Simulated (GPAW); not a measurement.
Crystal: BN.

```
N B
1.0
     2.49824    0.00000    0.00000
    -1.24912    2.16354    0.00000
     0.00000    0.00000    6.63570
N B
2 2
Direct
  0.66667 0.33333 0.25000
  0.33333 0.66667 0.75000
  0.66667 0.33333 0.75000
  0.33333 0.66667 0.25000
```

Base run:

```yaml
Program: GPAW 26.7.0
Functional: PBE
Potentials_or_basis: GPAW PAW data sets (gpaw-data 1.2.1)
Cutoff: 650 eV
Basis: pw
k_mesh: 10 × 10 × 4
Occupations: fermi-dirac, width 0.05 eV
Spin: no spin polarisation
```

Its results: band gap on the k mesh 4.24 eV, indirect (least direct gap 4.68 eV); pressure 0.3 GPa.

The run is repeated on the same cell with these changes: functional from PBE to LDA; potentials or basis from GPAW PAW data sets (gpaw-data 1.2.1) to PAW data sets generated in the run's folder for this functional; cutoff from 650 eV to 600 eV. What comes out?

Band gap on the k mesh 4.04 eV, indirect (least direct gap 4.52 eV); pressure -11.7 GPa.

Caveats: the cutoff is short for stress and forces, so pressures can be off by a GPa or more; this functional lacks dispersion, which binds the layers, so the pressure and a relaxed spacing across them are unreliable (some runs).

A k mesh can miss the band edges.
